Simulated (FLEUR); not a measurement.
# ZrB2 (P6/mmm) in FLEUR: further runs

One crystal, ZrB2, is run at these levels: PBEsol; tasks: single point.

All numbers are computed with FLEUR MaX-R8.1 (later development tree); they aren't measurements. Logs are shortened: lines on timing, memory, paths and dates and some standing lists are left out, and cuts for length are marked.

### Step 1. Starting point

It takes space group P6/mmm (No. 191, hexagonal). Conventional cell: a = 3.170 Å, b = 3.170 Å, c = 3.533 Å, α = 90.00°, β = 90.00°, γ = 120.00°. Around Zr (site symmetry 6/mmm) lie 12 B at 2.54 Å. B (site symmetry -6m2) has 3 B at 1.83 Å as nearest neighbours.

### Step 2. Single point, PBEsol

Contents of inp.xml:

```xml
<?xml version="1.0" encoding="UTF-8" standalone="no"?>
<fleurInput fleurInputVersion="0.39">
   <comment>
      ZrB2                                                                                                
   </comment>
   <calculationSetup>
      <cutoffs Kmax="4.65" Gmax="14.4" GmaxXC="14.4" numbands="0"/>
      <scfLoop itmax="60" minDistance="0.00001" maxIterBroyd="15" imix="Anderson" alpha="0.05" precondParam="0.0" spinf="2.0" sdNocoIR="T"/>
      <coreElectrons ctail="T" frcor="F" kcrel="0" coretail_lmax="0"/>
      <xcFunctional name="PBEs" relativisticCorrections="F"/>
      <magnetism jspins="1"/>
      <soc l_soc="F" theta="0.0" phi="0.0" spav="F"/>
      <expertModes spex="0" secvar="F"/>
      <geometryOptimization l_f="T" forcealpha="1.0" forcemix="BFGS" epsdisp="0.0005" epsforce="0.0002"/>
      <ldaU l_linMix="F" mixParam="0.05" spinf="1.0"/>
   </calculationSetup>
   <cell>
      <bzIntegration valenceElectrons="18.0" mode="hist" fermiSmearingEnergy="0.00183747">
         <kPointListSelection listName="default-1"/>
         <!-- k-points included here -->
         <xi:include xmlns:xi="http://www.w3.org/2001/XInclude" href="kpts.xml"> </xi:include>
      </bzIntegration>
      <!-- symmetry operations included here -->
      <xi:include xmlns:xi="http://www.w3.org/2001/XInclude" href="sym.xml"> </xi:include>
      <bulkLattice scale="1.0">
         <bravaisMatrix>
            <row-1>    5.9904318149819993     0.0000000000000000     0.0000000000000000</row-1>
            <row-2>   -2.9952159074909996     5.1878661314192263     0.0000000000000000</row-2>
            <row-3>    0.0000000000000000     0.0000000000000000     6.6764023982117990</row-3>
         </bravaisMatrix>
      </bulkLattice>
   </cell>
   <atomSpecies>
      <species name="Zirconium (Zr)" element="Zr" atomicNumber="40">
         <mtSphere radius="2.66" gridPoints="879" logIncrement="0.015"/>
         <atomicCutoffs lmax="10" lnonsphr="10"/>
         <electronConfig flipSpins="F">
            <coreConfig>(1s1/2) (2s1/2) (2p1/2) (2p3/2) (3s1/2) (3p1/2) (3p3/2) (3d3/2) (3d5/2)</coreConfig>
            <valenceConfig>(4s1/2) (4p1/2) (4p3/2) (5s1/2) (4d3/2) (4d5/2)</valenceConfig>
            <stateOccupation state="(4d3/2)" spinUp="0.400000" spinDown="0.400000"/>
            <stateOccupation state="(4d5/2)" spinUp="0.600000" spinDown="0.600000"/>
         </electronConfig>
         <energyParameters s="5" p="5" d="4" f="4"/>
         <lo type="SCLO" l="0" n="4" eDeriv="0"/>
         <lo type="SCLO" l="1" n="4" eDeriv="0"/>
         <lo type="SCLO" l="1" n="4" eDeriv="1"/>
         <lo type="SCLO" l="2" n="4" eDeriv="2"/>
         <lo type="SCLO" l="3" n="4" eDeriv="2"/>
      </species>
      <species name="Boron (B)" element="B" atomicNumber="5">
         <mtSphere radius="1.55" gridPoints="529" logIncrement="0.019"/>
         <atomicCutoffs lmax="8" lnonsphr="8"/>
         <electronConfig flipSpins="F">
            <coreConfig>(1s1/2)</coreConfig>
            <valenceConfig>(2s1/2) (2p1/2) (2p3/2)</valenceConfig>
            <stateOccupation state="(2p1/2)" spinUp="0.166667" spinDown="0.166667"/>
            <stateOccupation state="(2p3/2)" spinUp="0.333333" spinDown="0.333333"/>
         </electronConfig>
         <energyParameters s="2" p="2" d="3" f="4"/>
         <lo type="SCLO" l="0" n="2" eDeriv="2"/>
         <lo type="SCLO" l="1" n="2" eDeriv="2"/>
         <lo type="SCLO" l="2" n="3" eDeriv="2"/>
      </species>
   </atomSpecies>
   <atomGroups>
      <atomGroup species="Zirconium (Zr)">
         <relPos label="                   1">.0000000000 .0000000000 .0000000000</relPos>
         <force calculate="T" relaxXYZ="TTT"/>
      </atomGroup>
      <atomGroup species="Boron (B)">
         <relPos label="                   2">-1.000/3.000 1.000/3.000 1.000/2.000</relPos>
         <relPos label="                   3">1.000/3.000 -1.000/3.000 1.000/2.000</relPos>
         <force calculate="T" relaxXYZ="TTT"/>
      </atomGroup>
   </atomGroups>
   <output dos="F" band="F" slice="F">
      <checks vchk="F" cdinf="F"/>
      <bandDOS minEnergy="-.5*Htr" maxEnergy="0.5*Htr" sigma="0.015" storeEVData="T"/>
      <vacuumDOS vacdos="F" integ="F" star="F" nstars="0" locx1="0.0" locy1="0.0" locx2="0.0" locy2="0.0" nstm="0" tworkf="0.0"/>
      <unfoldingBand unfoldBand="F" supercellX="1" supercellY="1" supercellZ="1"/>
      <plotting iplot="0" polar="F">
         <plot TwoD="T" vec1="  1.0  0.0  0.0" vec2="  0.0  1.0  0.0" vec3="  0.0  0.0  1.0" zero="  0.0  0.0  0.0" file="plot"/>
      </plotting>
      <chargeDensitySlicing numkpt="0" minEigenval="0.0" maxEigenval="0.0" nnne="0" pallst="F"/>
      <specialOutput eonly="F"/>
      <moessbauerParams electricFieldGradient="T" isomerShift="T" coreHyperfine="T" valenceHyperfine="T"/>
      <magneticCircularDichroism mcd="F" energyLo="-10.0" energyUp="0.0"/>
   </output>
  <!-- We include the file relax.xml here to enable relaxations (see documentation) -->
  <xi:include xmlns:xi="http://www.w3.org/2001/XInclude" href="relax.xml"> <xi:fallback/> </xi:include>
</fleurInput>
```

Contents of crystal.txt:

```
ZrB2
&input cartesian=F /
3.1700000000  0.0000000000  0.0000000000
-1.5850000000  2.7453005300  0.0000000000
0.0000000000  0.0000000000  3.5330000000
1.8897261246
1.0 1.0 1.0

3
40 0.0000000000  0.0000000000  0.0000000000
5 0.6666666667  0.3333333333  0.5000000000
5 0.3333333333  0.6666666667  0.5000000000

&kpt div1=10 div2=10 div3=8 gamma=T /
```

Potentials or basis: all-electron, FLAPW.

Started as:

```bash
$ inpgen -f crystal.txt -profile fastHighL
$ # inp.xml edited to the form shown
$ mpirun -n 4 fleur_MPI -pe_per_kpt 1
```

What it wrote:

```text
Welcome to FLEUR        (www.flapw.de)
      MaX-Release 8.1          (www.max-centre.eu)

 ========== k-point set info ==========
 Selected k-point list: default-1
 k-point list type: mesh
 10 x 10 x 8
 Number of k points: 70

 ------------Calculation Setup---------------------------
 Number of MPI-tasks      :            4
 Number of PE/node        :            4
 Number of OMP-threads    :            1
 Using exactly            1  PE per kpt
 Using exactly            1  PE per kpt
 Using exactly            1  PE per kpt
 Using exactly            1  PE per kpt
 k-points in parallel     :            4
 pe's per k-point         :            1
 No of k-point loops      :           17
 Info/Warning             : your k-point parallelism is not fully load-balanced
 Eigenvalue solver        :       lapack
 Number of basis functions:          475
 Approximate size of matrices (H+S) per k-point:         0.003 GB
 --------------------------------------------------------
Nuclear radius smaller than smallest radial mesh point for atom type 2 -- skipping its core isomer shift
Nuclear radius smaller than smallest radial mesh point for atom type 2 -- skipping its isomer shift
 Iteration:     1   Distance:      13.60099145 me/bohr^3
Nuclear radius smaller than smallest radial mesh point for atom type 2 -- skipping its core isomer shift
Nuclear radius smaller than smallest radial mesh point for atom type 2 -- skipping its isomer shift
 Iteration:     2   Distance:      12.16164367 me/bohr^3
Nuclear radius smaller than smallest radial mesh point for atom type 2 -- skipping its core isomer shift
Nuclear radius smaller than smallest radial mesh point for atom type 2 -- skipping its isomer shift
 Iteration:     3   Distance:       5.38271140 me/bohr^3
Nuclear radius smaller than smallest radial mesh point for atom type 2 -- skipping its core isomer shift
Nuclear radius smaller than smallest radial mesh point for atom type 2 -- skipping its isomer shift
 Iteration:     4   Distance:       4.45316939 me/bohr^3
Nuclear radius smaller than smallest radial mesh point for atom type 2 -- skipping its core isomer shift
Nuclear radius smaller than smallest radial mesh point for atom type 2 -- skipping its isomer shift
 Iteration:     5   Distance:       0.91831578 me/bohr^3
Nuclear radius smaller than smallest radial mesh point for atom type 2 -- skipping its core isomer shift
Nuclear radius smaller than smallest radial mesh point for atom type 2 -- skipping its isomer shift
 Iteration:     6   Distance:       0.47079090 me/bohr^3
Nuclear radius smaller than smallest radial mesh point for atom type 2 -- skipping its core isomer shift
Nuclear radius smaller than smallest radial mesh point for atom type 2 -- skipping its isomer shift
 Iteration:     7   Distance:       0.13308854 me/bohr^3
Nuclear radius smaller than smallest radial mesh point for atom type 2 -- skipping its core isomer shift
Nuclear radius smaller than smallest radial mesh point for atom type 2 -- skipping its isomer shift
 Iteration:     8   Distance:       0.02005300 me/bohr^3
Nuclear radius smaller than smallest radial mesh point for atom type 2 -- skipping its core isomer shift
Nuclear radius smaller than smallest radial mesh point for atom type 2 -- skipping its isomer shift
 Iteration:     9   Distance:       0.01917376 me/bohr^3
Nuclear radius smaller than smallest radial mesh point for atom type 2 -- skipping its core isomer shift
Nuclear radius smaller than smallest radial mesh point for atom type 2 -- skipping its isomer shift
 Iteration:    10   Distance:       0.00172536 me/bohr^3
Nuclear radius smaller than smallest radial mesh point for atom type 2 -- skipping its core isomer shift
Nuclear radius smaller than smallest radial mesh point for atom type 2 -- skipping its isomer shift
 Iteration:    11   Distance:       0.00039692 me/bohr^3
Nuclear radius smaller than smallest radial mesh point for atom type 2 -- skipping its core isomer shift
Nuclear radius smaller than smallest radial mesh point for atom type 2 -- skipping its isomer shift
 Iteration:    12   Distance:       0.00030124 me/bohr^3
Nuclear radius smaller than smallest radial mesh point for atom type 2 -- skipping its core isomer shift
Nuclear radius smaller than smallest radial mesh point for atom type 2 -- skipping its isomer shift
 Iteration:    13   Distance:       0.00001672 me/bohr^3
Nuclear radius smaller than smallest radial mesh point for atom type 2 -- skipping its core isomer shift
Nuclear radius smaller than smallest radial mesh point for atom type 2 -- skipping its isomer shift
 Iteration:    14   Distance:       0.00001342 me/bohr^3
Nuclear radius smaller than smallest radial mesh point for atom type 2 -- skipping its core isomer shift
Nuclear radius smaller than smallest radial mesh point for atom type 2 -- skipping its isomer shift
 Iteration:    15   Distance:       0.00000062 me/bohr^3
Nuclear radius smaller than smallest radial mesh point for atom type 2 -- skipping its core isomer shift
Nuclear radius smaller than smallest radial mesh point for atom type 2 -- skipping its isomer shift

 ********************************************************************
 Run finished successfully
 Stop message:
   Structural relaxation: Done
 ********************************************************************
```

Run time: 34 s. Hardware: 4 MPI ranks of Arm Neoverse V1, shared host.

Results:

```yaml
Free_energy: -99233.5975 eV
Band_gap_on_the_k_mesh: none (metal or under the smearing width)
Valence_electrons_inside_the_program's_atomic_spheres: Zr 10.45; B 1.42 (radii Zr 2.66, B 1.55 bohr)
```

Levels at points of the mesh, in eV from the Fermi level:
| k point | band 6 | band 7 | band 8 | band 9 | band 10 | band 11 | band 12 | band 13 |
| --- | --- | --- | --- | --- | --- | --- | --- | --- |
| (0.00, 0.00, 0.00) | -2.52 | -2.52 | -2.52 | -2.22 | 3.49 | 3.49 | 4.29 | 4.29 |
| (0.00, 0.00, 0.50) | -6.87 | -0.83 | -0.83 | 0.41 | 0.41 | 0.86 | 0.86 | 1.92 |
| (0.00, 0.50, 0.00) | -8.35 | -3.80 | -2.93 | -2.61 | 2.36 | 2.39 | 5.04 | 5.11 |
| (0.00, 0.50, 0.50) | -6.85 | -4.50 | -4.04 | -1.88 | 3.83 | 4.19 | 5.42 | 6.37 |

Core levels (eV from the Fermi level):
| atom | levels |
| --- | --- |
| 1 Zr | 1s1/2 -17799.2, 2s1/2 -2460.5, 2p1/2 -2252.2, 2p3/2 -2166.4, 3s1/2 -397.7, 3p1/2 -320.2, 3p3/2 -306.5, 3d3/2 -169.8, 3d5/2 -167.3 |
| 2 B | 1s1/2 -172.1 |
| 3 B | 1s1/2 -172.1 |

### Step 3. Single point, PBEsol (atoms moved at random, drawn with an rms of 0.05 Å)

Edit inp.xml of step 2 so:

```diff
@@ -50,3 +50,3 @@
       <species name="Boron (B)" element="B" atomicNumber="5">
-         <mtSphere radius="1.55" gridPoints="529" logIncrement="0.019"/>
+         <mtSphere radius="1.55" gridPoints="517" logIncrement="0.02"/>
          <atomicCutoffs lmax="8" lnonsphr="8"/>
@@ -66,3 +66,3 @@
       <atomGroup species="Zirconium (Zr)">
-         <relPos label="                   1">.0000000000 .0000000000 .0000000000</relPos>
+         <relPos label="                   1">.0005520000 .0210970000 -.0087420000</relPos>
          <force calculate="T" relaxXYZ="TTT"/>
@@ -70,4 +70,7 @@
       <atomGroup species="Boron (B)">
-         <relPos label="                   2">-1.000/3.000 1.000/3.000 1.000/2.000</relPos>
-         <relPos label="                   3">1.000/3.000 -1.000/3.000 1.000/2.000</relPos>
+         <relPos label="                   2">-.3453320000 .3300410000 .4957830000</relPos>
+         <force calculate="T" relaxXYZ="TTT"/>
+      </atomGroup>
+      <atomGroup species="Boron (B)">
+         <relPos label="                   3">.3421360000 -.3349430000 -.4858890000</relPos>
          <force calculate="T" relaxXYZ="TTT"/>
```

Contents of crystal.txt:

```
ZrB2
&input cartesian=F /
3.1700000000  0.0000000000  0.0000000000
-1.5850000000  2.7453005300  0.0000000000
0.0000000000  0.0000000000  3.5330000000
1.8897261246
1.0 1.0 1.0

3
40 0.0005520000  0.0210970000  -0.0087420000
5 0.6546680000  0.3300410000  0.4957830000
5 0.3421360000  0.6650570000  0.5141110000

&kpt div1=10 div2=10 div3=8 gamma=T /
```

Potentials or basis: all-electron, FLAPW.

Started as:

```bash
$ inpgen -f crystal.txt -profile fastHighL
$ # inp.xml edited to the form shown
$ mpirun -n 4 fleur_MPI -pe_per_kpt 1
```

Run time: 11 min. Hardware: 4 MPI ranks of Arm Neoverse V1, shared host.

The run converged. Its results:

```
Free energy                                           : -99233.5128 eV
Largest force                                         : 1.243 eV/Å
Band gap on the k mesh                                : none (metal or under the smearing width)
Valence electrons inside the program's atomic spheres : Zr 10.45; B 1.42, 1.43 (radii Zr 2.66, B 1.55 bohr)
```

Forces on the atoms (eV/Å):
```
Zr   0.374 -0.833  0.676
B    0.536  0.396  0.048
B   -0.910  0.437 -0.725
```

Levels at points of the mesh, in eV from the Fermi level:
```tsv
k point	band 7	band 8	band 9	band 10	band 11	band 12
(0.00, 0.00, 0.00)	-2.69	-2.29	-2.07	3.36	3.50	3.88
(0.00, 0.00, 0.50)	-1.30	-0.58	0.22	0.66	0.86	0.95
(0.00, 0.50, 0.00)	-3.81	-2.99	-2.55	2.18	2.51	5.02
(0.00, 0.50, 0.50)	-4.49	-4.07	-1.88	3.77	4.14	5.40
(0.50, 0.00, 0.00)	-3.96	-3.30	-2.42	2.10	2.96	5.04
(0.50, 0.00, 0.50)	-4.56	-3.93	-2.02	3.79	4.00	5.40
(0.50, 0.50, 0.00)	-3.68	-2.95	-2.46	1.95	2.49	5.00
(0.50, 0.50, 0.50)	-4.45	-4.17	-1.76	3.73	4.22	5.40
```

Core levels (eV from the Fermi level):
```csv
atom,levels
1 Zr,"1s1/2 -17799.2, 2s1/2 -2460.5, 2p1/2 -2252.2, 2p3/2 -2166.4, 3s1/2 -397.7, 3p1/2 -320.2, 3p3/2 -306.5, 3d3/2 -169.8, 3d5/2 -167.3"
2 B,1s1/2 -172.1
3 B,1s1/2 -172.1
```
